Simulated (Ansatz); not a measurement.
Wanted: the native input for an Ansatz 0.2.0 run.

| Item | Value |
| --- | --- |
| Task | single point |
| Functional | PBE |
| Potentials or basis | Ansatz PAW |
| Cutoff | 420 eV (not typed: the program's choice for these potentials) |
| k mesh | 8 × 8 × 8 |
| Occupations | gaussian, width 0.018 eV |
| Spin | no spin polarisation |

CuI (Marshite):

```
CELL_PARAMETERS angstrom
0.00000 3.03150 3.03150
3.03150 0.00000 3.03150
3.03150 3.03150 0.00000
ATOMIC_POSITIONS crystal
I 0.00000 0.00000 0.00000
Cu 0.75000 0.75000 0.75000
```

These files were run (other wordings do the same):

input.yaml

```yaml
crystal:
  lattice:
    - [0.0, 3.0315, 3.0315]
    - [3.0315, 0.0, 3.0315]
    - [3.0315, 3.0315, 0.0]
  atoms:
    - { symbol: I, position: [0.0, 0.0, 0.0] }
    - { symbol: Cu, position: [0.75, 0.75, 0.75] }
hamiltonian:
  xc: pbe
  pseudopotentials: { kind: paw }
kpoints:
  mp_grid: { grid: [8, 8, 8] }
scf:
  occupations: { method: gaussian, width: 0.018 }
output:
  forces: true
  stress: true
  eigenvalues: true
```

Potentials or basis: Ansatz PAW.

Run with:

```sh
$ ansatz run input.yaml --threads 2 --pin off --max-ram 5632MiB --backend cpu --events-out ev --progress --plain --runs-dir out
```

Results of the run:

```
Pressure               : 0.3 GPa
Band gap on the k mesh : 1.12 eV, direct
```

Caveat: spin-orbit coupling is left out, which moves the levels of the heavy elements.

Run time: 5.6 s on 2 threads of Intel(R) Xeon(R) Processor @ 2.50GHz (Skylake/Cascade Lake), on a shared host, peak memory 0.38 GiB.
